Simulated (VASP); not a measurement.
# AlN (F-43m): a series in biaxial strain in the (111) plane

How do the elastic response and the band edges of AlN follow biaxial strain in the (111) plane?

Method: LDA; plane waves and PAW (Al, N); cell typed or built by script, in the first sound run; inputs show where later runs differ, in VASP 6.6.1.

### Step 1. The starting structure

Symmetry: F-43m, No. 216, cubic system. Conventional cell: a = 4.380 Å, b = 4.380 Å, c = 4.380 Å, α = 90.00°, β = 90.00°, γ = 90.00°. Nearest to Al lie 4 N at 1.90 Å. N has 4 Al at 1.90 Å nearest. Farther neighbours and most contacts between anions are not listed.

As a file:

```xyz
2
Lattice="0.0000 2.1900 2.1900 2.1900 0.0000 2.1900 2.1900 2.1900 0.0000" Properties=species:S:1:pos:R:3 pbc="T T T"
Al    0.0000    0.0000    0.0000
N     1.0950    1.0950    1.0950
```

### Step 2. Relax the crystal, LDA

The series starts from the cell that this level prefers, so that zero strain is near zero stress.

This step took 2 runs in a row; the last is shown.

Level: LDA; plane waves and PAW (Al, N); cell typed or built by script.

File INCAR:

```
SYSTEM = AlN
PREC = Accurate
ENCUT = 600
EDIFF = 1E-07
NELM = 120
ISMEAR = 0
SIGMA = 0.02
LREAL = .FALSE.
ALGO = Normal
GGA = CA
NBANDS = 10
LASPH = .TRUE.
LORBIT = 11
LWAVE = .FALSE.
LCHARG = .FALSE.
KPAR = 16
IBRION = 2
NSW = 40
ISIF = 3
EDIFFG = -0.005
POTIM = 0.4
```

File POSCAR:

```
AlN
1.0
    0.0000000000      2.1729629977      2.1729629977
    2.1729629977      0.0000000000      2.1729629977
    2.1729629977      2.1729629977      0.0000000000
Al N
1 1
Direct
    0.0000000000      0.0000000000      0.0000000000
    0.2500000000      0.2500000000      0.2500000000
```

File KPOINTS:

```
Automatic mesh
0
Gamma
12 12 12
0 0 0
```

The projector-augmented-wave data sets are Al and N (LDA family, release 64).

Started as:

```bash
$ mpirun -np 16 vasp_std
```

Log:

```text
[banner, memory and clock lines left out]
running   16 mpi-ranks, on    1 nodes
[...]
|                                                                             |
|           W    W    AA    RRRRR   N    N  II  N    N   GGGG   !!!           |
|           W    W   A  A   R    R  NN   N  II  NN   N  G    G  !!!           |
|           W    W  A    A  R    R  N N  N  II  N N  N  G       !!!           |
|           W WW W  AAAAAA  RRRRR   N  N N  II  N  N N  G  GGG   !            |
|           WW  WW  A    A  R   R   N   NN  II  N   NN  G    G                |
|           W    W  A    A  R    R  N    N  II  N    N   GGGG   !!!           |
|                                                                             |
|     For optimal performance we recommend to set                             |
|       NCORE = 2 up to number-of-cores-per-socket                            |
|     NCORE specifies how many cores store one orbital (NPAR=cpu/NCORE).      |
|     This setting can greatly improve the performance of VASP for DFT.       |
[...]
|     Unfortunately you need to use the default for GW and RPA                |
|     calculations (for HF NCORE is supported but not extensively tested      |
|     yet).                                                                   |
|                                                                             |

 LDA part: xc-table for (Slater(with rela. corr.)+CA(PZ))
 , standard interpolation
 POSCAR, INCAR and KPOINTS ok, starting setup
[...]
entering main loop
       N       E                     dE             d eps       ncg     rms          rms(c)
DAV:   1     0.121295161562E+02    0.12130E+02   -0.44324E+03  1456   0.769E+02
DAV:   2    -0.180827623717E+02   -0.30212E+02   -0.29360E+02  1794   0.139E+02
DAV:   3    -0.189339140754E+02   -0.85115E+00   -0.85003E+00  1774   0.232E+01
DAV:   4    -0.189373993829E+02   -0.34853E-02   -0.34851E-02  1628   0.172E+00
[...]
DAV:  10    -0.163761952242E+02   -0.19680E-04   -0.63420E-05  1566   0.609E-02    0.412E-02
DAV:  11    -0.163761938755E+02    0.13486E-05   -0.13174E-06  1622   0.881E-03    0.811E-03
DAV:  12    -0.163761938750E+02    0.55468E-09   -0.33902E-08   886   0.159E-03
   1 F= -.16376194E+02 E0= -.16376194E+02  d E =-.163762E+02
[...]
reached required accuracy - stopping structural energy minimisation
```

It took 3.8 s on 16 MPI ranks of Intel Xeon 6975P-C (Granite Rapids), shared host; peak memory 2.3 GiB; 33 s of CPU time.

Lines that name or quote the potential files are left out of all logs, and their timing lines are given in words.

OUTCAR, selected parts (step 2):

```text
  Total        0.0012619      0.0012619      0.0012619      0.0000000      0.0000000      0.0000000
  in kB        0.0985223      0.0985223      0.0985223      0.0000000      0.0000000      0.0000000
  external PRESSURE =       0.0985223 kB  Pullay stress =       0.0000000 kB

 POSITION                                       TOTAL-FORCE (eV/Angst)
 -----------------------------------------------------------------------------------
      0.00000      0.00000      0.00000        -0.000000     -0.000000     -0.000000
      1.08648      1.08648      1.08648         0.000000      0.000000      0.000000
 -----------------------------------------------------------------------------------
    total drift:                               -0.000000     -0.000000     -0.000000

  FREE ENERGIE OF THE ION-ELECTRON SYSTEM (eV)
  ---------------------------------------------------
  free  energy   TOTEN  =       -16.3761938750 eV

  energy  without entropy=      -16.3761938750  energy(sigma->0) =      -16.37619387

 reached required accuracy - stopping structural energy minimisation

[... 3 further parts left out ...]
[key lines of the parts left out:]
E-fermi :   6.0464
```

This run gave:

```
energy(sigma→0) of the program : -16.3762 eV
stress, compression positive   : 0.01 along [111], 0.01 across it (mean), GPa
volume                         : 20.520 Å³
ionic steps                    : 1
```

### Step 3. Strain along the normal, LDA

One member in full: the plane is strained by 2 %, and the strain along the normal is moved by secant steps until the normal stress is under 0.012 GPa or five steps are spent; the atoms relax at each step.

This step took 3 runs, each at a new trial strain with the atoms of the one before; the last is shown.

Level: LDA; plane waves and PAW (Al, N); cell typed or built by script.

INCAR: that of step 2 with these lines changed.

```diff
@@ -15,7 +15,7 @@
 LCHARG = .FALSE.
-KPAR = 16
-IBRION = 2
-NSW = 40
-ISIF = 3
-EDIFFG = -0.005
-POTIM = 0.4
+KPAR = 4
+IBRION = 1
+NSW = 25
+ISIF = 2
+EDIFFG = -0.004
+POTIM = 0.3
```

File POSCAR:

```
AlN
1.0
   -0.0395147460      2.1769075120      2.1769075120
    2.1769075120     -0.0395147460      2.1769075120
    2.1769075120      2.1769075120     -0.0395147460
Al N
1 1
Direct
    0.9988339026      0.9988339026      0.9988339026
    0.2511660974      0.2511660974      0.2511660974
```

KPOINTS is that of step 2.

Started as:

```bash
$ mpirun -np 4 vasp_std
```

Log:

```text
[banner, memory and clock lines left out]
running    4 mpi-ranks, on    1 nodes
[...]
LDA part: xc-table for (Slater(with rela. corr.)+CA(PZ))
 , standard interpolation
 POSCAR, INCAR and KPOINTS ok, starting setup
[...]
entering main loop
       N       E                     dE             d eps       ncg     rms          rms(c)
DAV:   1     0.117850694121E+02    0.11785E+02   -0.43315E+03  3860   0.759E+02
DAV:   2    -0.179117071443E+02   -0.29697E+02   -0.28399E+02  4566   0.137E+02
DAV:   3    -0.188411323030E+02   -0.92943E+00   -0.92768E+00  4448   0.238E+01
DAV:   4    -0.188451387377E+02   -0.40064E-02   -0.40063E-02  4298   0.187E+00
[...]
DAV:  10    -0.163515969723E+02   -0.18697E-04   -0.84435E-05  4148   0.707E-02    0.408E-02
DAV:  11    -0.163515948842E+02    0.20881E-05   -0.26300E-06  4230   0.136E-02    0.632E-03
DAV:  12    -0.163515948837E+02    0.49374E-09   -0.18697E-07  3030   0.349E-03
   1 F= -.16351595E+02 E0= -.16351595E+02  d E =-.163516E+02
 BRION: g(F)=  0.163E-04 g(S)=  0.000E+00
[...]
N       E                     dE             d eps       ncg     rms          rms(c)
DAV:   1    -0.163516047472E+02   -0.98630E-05   -0.10629E-03  3806   0.251E-01    0.561E-03
DAV:   2    -0.163516044864E+02    0.26089E-06   -0.79972E-06  4272   0.262E-02    0.297E-03
DAV:   3    -0.163516041500E+02    0.33634E-06   -0.10669E-06  4334   0.795E-03    0.605E-04
DAV:   4    -0.163516041559E+02   -0.59033E-08   -0.74360E-08  2118   0.221E-03
   2 F= -.16351604E+02 E0= -.16351604E+02  d E =-.927220E-05
 BRION: g(F)=  0.386E-06 g(S)=  0.000E+00 retain N=  1 mean eig= 1.18
 eig:   1.182
 reached required accuracy - stopping structural energy minimisation
```

Run time: 16 s. Hardware: 4 MPI ranks; peak memory 0.63 GiB; 41 s of CPU time.

From OUTCAR (step 3):

```text
  Total       -0.8442613     -0.8442613     -0.8442613      0.4227951      0.4227951      0.4227951
  in kB      -63.8222464    -63.8222464    -63.8222464     31.9613515     31.9613515     31.9613515
  external PRESSURE =     -63.8222464 kB  Pullay stress =       0.0000000 kB

 POSITION                                       TOTAL-FORCE (eV/Angst)
 -----------------------------------------------------------------------------------
      4.30899      4.30899      4.30899        -0.001492     -0.001492     -0.001492
      1.08389      1.08389      1.08389         0.001492      0.001492      0.001492
 -----------------------------------------------------------------------------------
    total drift:                               -0.000083     -0.000083     -0.000083

  FREE ENERGIE OF THE ION-ELECTRON SYSTEM (eV)
  ---------------------------------------------------
  free  energy   TOTEN  =       -16.3516041559 eV

  energy  without entropy=      -16.3516041559  energy(sigma->0) =      -16.35160416

[... 1 part as in an earlier step ...]

[... 3 further parts left out ...]
[key lines of the parts left out:]
E-fermi :   5.8224
```

Numbers from this step:

- energy(sigma→0) of the program: -16.3516 eV
- stress, compression positive: 0.01 along [111], -9.58 across it (mean), GPa
- ionic steps: 2

### Step 4. Band edges, HSE06

Short lines in KPOINTS_OPT sample the zone centre along and across the normal of the plane, for masses, and the other valleys.

Level: HSE06; plane waves and PAW (Al, N); cell typed or built by script.

File INCAR:

```
SYSTEM = AlN
PREC = Accurate
ENCUT = 600
EDIFF = 1E-06
NELM = 100
ISMEAR = 0
SIGMA = 0.02
LREAL = .FALSE.
ALGO = Normal
LHFCALC = .TRUE.
AEXX = 0.25
GGA = PE
HFSCREEN = 0.2
LASPH = .TRUE.
NBANDS = 9
PRECFOCK = Fast
LWAVE = .FALSE.
LCHARG = .FALSE.
KPAR = 4
```

File POSCAR:

```
AlN
1.0
   -0.0395147460      2.1769075120      2.1769075120
    2.1769075120     -0.0395147460      2.1769075120
    2.1769075120      2.1769075120     -0.0395147460
Al N
1 1
Direct
    0.9987689495      0.9987689495      0.9987689495
    0.2512310505      0.2512310505      0.2512310505
```

File KPOINTS:

```
Automatic mesh
0
Gamma
6 6 6
0 0 0
```

File KPOINTS_OPT:

```
Line mode
6
Line-mode
Reciprocal
  0.00000000   0.00000000   0.00000000
  0.01982165   0.01982165   0.01982165

  0.00000000   0.00000000   0.00000000
 -0.01247176   0.01247176  -0.00000000

  0.31000000   0.31000000   0.00000000
  0.50000000   0.50000000   0.00000000

  0.00000000   0.31000000   0.31000000
  0.00000000   0.50000000   0.50000000

  0.45000000   0.45000000   0.45000000
  0.50000000   0.50000000   0.50000000

  0.45000000   0.00000000   0.00000000
  0.50000000   0.00000000   0.00000000

  0.42500000   0.42500000   0.00000000
  0.42468555   0.44232328   0.01732328

  0.50000000   0.50000000   0.50000000
  0.48752824   0.51247176   0.50000000
```

Started as:

```bash
$ mpirun -np 4 vasp_std
```

Log:

```text
[banner, memory and clock lines left out]
running    4 mpi-ranks, on    1 nodes
[...]
|                                                                             |
|               ----> ADVICE to this user running VASP <----                  |
|                                                                             |
|     You enforced a specific xc type in the INCAR file but a different       |
|     [... a line on the potential file left out ...]
|     I HOPE YOU KNOW WHAT YOU ARE DOING!                                     |
|                                                                             |

 LDA part: xc-table for (Slater+PW92), standard interpolation
 found WAVECAR, reading the header
 POSCAR, INCAR and KPOINTS ok, starting setup
[...]
reading WAVECAR
 the WAVECAR file was read successfully
 initial charge from wavefunction
 entering main loop
       N       E                     dE             d eps       ncg     rms          rms(c)
DAV:   1    -0.174464484810E+02   -0.17446E+02   -0.10431E+00   579   0.742E+00    0.921E+00
DAV:   2    -0.174471708257E+02   -0.72234E-03   -0.15684E-02   724   0.122E+00    0.597E+00
DAV:   3    -0.174453547923E+02    0.18160E-02   -0.47410E-03   608   0.400E-01    0.359E+00
DAV:   4    -0.174449859580E+02    0.36883E-03   -0.35453E-04   669   0.120E-01    0.212E+00
[...]
DAV:   8    -0.174447197491E+02    0.62373E-05   -0.23592E-06   542   0.137E-02    0.239E-01
DAV:   9    -0.174447178173E+02    0.19319E-05   -0.80179E-07   297   0.857E-03    0.140E-01
DAV:  10    -0.174447174057E+02    0.41157E-06   -0.27938E-07   297   0.576E-03
   1 F= -.17444717E+02 E0= -.17444717E+02  d E =-.513648E-47
 Start KPOINTS_OPT (optional k-point list driver)
k-point batch [1-32\48]
       N       E                     dE             ncg
DAV:   1     0.115873270576E+04   -0.64650E+04      576
DAV:   2     0.358144945167E+02   -0.11229E+04      829
DAV:   3    -0.210666265103E+02   -0.56881E+02      623
DAV:   4    -0.214852259784E+02   -0.41860E+00      721
DAV:   5    -0.214874048896E+02   -0.21789E-02      713
DAV:   6    -0.214874261995E+02   -0.21310E-04      787
DAV:   7    -0.214874264589E+02   -0.25942E-06      631
k-point batch [33-48\48]
       N       E                     dE             ncg
DAV:   1     0.618052152808E+04   -0.51868E+04      288
DAV:   2     0.570232293917E+04   -0.47820E+03      382
DAV:   3     0.568298067780E+04   -0.19342E+02      319
DAV:   4     0.568281945009E+04   -0.16123E+00      346
DAV:   5     0.568281852412E+04   -0.92597E-03      353
DAV:   6     0.568281851520E+04   -0.89231E-05      353
DAV:   7     0.568281851505E+04   -0.14333E-06      270
```

Wall time 90 s (4 MPI ranks); peak memory 1.1 GiB; 4.9 min of CPU time.

From OUTCAR (step 4):

```text
  LATTYP: Found a trigonal (rhomboedric) cell.
 ALAT       =     3.0788657078
 COS(alpha) =     0.4817688518

 Subroutine GETGRP returns: Found  6 space group operations
 (whereof  6 operations were pure point group operations)

The static configuration has the point symmetry C_3v.

 Found     32 irreducible k-points:

   k-points           NKPTS =     32   k-points in BZ     NKDIM =    216   number of bands    NBANDS=      9

   dimension x,y,z NGX =    28 NGY =   28 NGZ =   28
   dimension x,y,z NGXF=    56 NGYF=   56 NGZF=   56

   ENCUT  =  600.0 eV  44.10 Ry    6.64 a.u.   6.15  6.15  6.15*2*pi/ulx,y,z

   NELECT =       8.0000    total number of electrons

  exchange ACFDT corr.  =         0.00000000  see jH, gK, PRB 81, 115126

 E-fermi :   5.2268

 k-point     1 :       0.0000    0.0000    0.0000
  band No.  band energies     occupation
      1     -11.4954      2.00000
      2       4.8167      2.00000
      3       4.8167      2.00000
      4       5.0278      2.00000
      5      10.2663      0.00000
      6      18.7077      0.00000
      7      18.7077      0.00000
      8      19.4602      0.00000
      9      24.2979      0.00000

 k-point     2 :       0.1667    0.0000    0.0000
  band No.  band energies     occupation
      1     -11.0841      2.00000
      2       2.8737      2.00000
      3       4.6879      2.00000
      4       4.8540      2.00000
      5      11.7813      0.00000
      6      17.9399      0.00000
      7      18.9638      0.00000
      8      19.4999      0.00000
      9      22.2861      0.00000

 POSITION                                       TOTAL-FORCE (eV/Angst)
 -----------------------------------------------------------------------------------
      4.30899      4.30899      4.30899         0.006289      0.006289      0.006289
      1.08389      1.08389      1.08389        -0.006289     -0.006289     -0.006289
 -----------------------------------------------------------------------------------
    total drift:                               -0.000077     -0.000078     -0.000077

  FREE ENERGIE OF THE ION-ELECTRON SYSTEM (eV)
  ---------------------------------------------------
  free  energy   TOTEN  =       -17.4447174057 eV

  energy  without entropy=      -17.4447174057  energy(sigma->0) =      -17.44471741

[... 1 part as in an earlier step ...]

[... 7 further parts left out ...]
```

This run gave:

```
energy(sigma→0) of the program : -17.4447 eV
```

### Step 5. All members

Hybrid runs start from orbitals of a short LDA run, not shown.

Runs beyond LDA use the data sets made with LDA; this shifts their levels slightly, and their total energies have another zero.

The other members went through these steps as far as the tables show, with the same cutoff and, step by step, the same mesh; 49 runs are not shown. The session took 2.0 core hours (wall time by ranks) on a shared machine.

```tsv
in-plane strain (%)	strain along the normal (%)	in-plane stress, tension positive (GPa)	energy above the unstrained row (meV/atom)	gap on the mesh, LDA (eV)
-2.000	0.760	-11.120	14.173	3.136
-1.500	0.569	-8.193	7.966	3.164
-1.000	0.379	-5.367	3.572	3.189
-0.500	0.186	-2.650	0.933	3.212
0	0.000	-0.010	0.000	3.230
0.500	-0.180	2.538	0.718	3.187
1.000	-0.366	4.971	3.038	3.142
1.500	-0.548	7.319	6.916	3.099
2.000	-0.728	9.578	12.295	3.056
```

Slopes at zero strain, from cubics through all rows: strain ratio -0.371, stress over strain 517 GPa.

Band edges at HSE06, counted from the valence-band top at Γ, with one row partly withheld:

```tsv
in-plane strain (%)	gap (eV)	conduction band at Γ (eV)	Δ or X valley along z (eV)	Δ or X valley along x (eV)	lowest conduction level at L, [111] (eV)	lowest conduction level at L, [-111] (eV)	second valence level below the top (eV)	third valence level below the top (eV)
-2.000	4.517	5.927	4.517	4.517	9.517	9.173	0.000	0.269
-1.500	4.541	5.882	4.541	4.541	9.396	9.143	0.000	0.196
-1.000	4.561	5.833	4.561	4.561	9.274	9.109	0.000	0.127
-0.500	4.579	5.779	4.579	4.579	9.154	9.073	0.000	0.061
0	4.592	5.721	4.592	4.592	9.033	9.033	0.000	0.000
0.500	4.545	5.600	4.545	4.545	?	8.932	0.057	0.057
1.000	4.497	5.479	4.497	4.497	8.681	8.832	0.113	0.113
1.500	4.450	5.359	4.450	4.450	8.511	8.733	0.163	0.163
2.000	4.404	5.239	4.404	4.404	8.345	8.636	0.211	0.211
```

Conduction masses, in electron masses:

```tsv
in-plane strain (%)	conduction mass at Γ, along the strain axis or the normal of the plane	conduction mass at Γ, across the strain axis or in the plane
-2.000	0.282	0.319
-1.500	0.287	0.310
-1.000	0.290	0.310
-0.500	0.294	0.303
0	0.297	0.297
0.500	0.297	0.290
1.000	0.300	0.283
1.500	0.303	0.281
2.000	0.304	0.276
```

### Step 6. A fit to the known rows

The quantity to fit is the splitting of the lowest conduction levels at the L points ([111] less [-111]) at HSE06: 0.344, 0.253, 0.165, 0.081, 0.000, -0.151, -0.223, -0.291 eV in the rows shown.

Fitting a parabola to the 8 known rows (d: strain along the axis less the strain across it, in %) gives E = 0.003267 d² + 0.1155 d − 2.97e-5 in eV; the residuals are 3.4e-4 eV r.m.s.

At d = -0.6799 this predicts -0.0771 eV.

### Step 7. Checking the prediction

The calculation gives -0.0770 eV, so the prediction is 0.0001 eV too low.

The splitting is Ξu times 8/9 of d, with d as a fraction, so the linear term gives Ξu = 13.0 eV.

### Step 8. Results

```
ratio of normal to in-plane strain                                  : -0.371
biaxial modulus                                                     : 517 GPa
gap of the unstrained cell, HSE06                                   : 4.59 eV
shear deformation potential Ξu of the lowest conduction levels at L : 13.0 eV
error of the predicted row                                          : -0.1 meV
```

In words: As a check, the curvature of the energy gives 516 GPa for the same modulus (energy per volume = M × strain²), 0 % from the slope of the stress. The energy also has a linear term worth 0.16 GPa that the stress column lacks, a mark of the finite basis. At HSE06 the lowest conduction valley is Δ or X throughout, and the gap runs between 4.40 and 4.59 eV. Hole masses are left out throughout, since the top bands are degenerate or cross in many series; of conduction masses, those of the Γ, L and (for Si and Ge under (001) strain) Δ valleys are kept where they change by under an eighth between rows. HSE06 ran on a coarser mesh than the semilocal levels. Spin-orbit coupling is left out at HSE06, so the valence splittings there lack it. Δ or X levels are the lowest on their line, refined by a parabola unless they lie at X; the gap is read from all points sampled and can differ from the lowest valley by some meV, or by tens of meV where strain moves the valence top off Γ. Temperature, zero-point motion and excitons are left out.

[Lines on the potential files, build, host, timing and source positions are cut from VASP's logs without a mark.]

[Logs are printed without paths, hosts, clocks, repeated set-up lines and the standing remarks that a program may print on its own settings, such as how far it seeks lower states.]

[Hosts, paths, dates, database ids (printed as entryN), source tags and the programs' standing remarks are cut or masked in the printed files.]

[In band tables of VASP the shares of atoms and orbitals are scaled to a sum of 1 inside the atoms' spheres.]
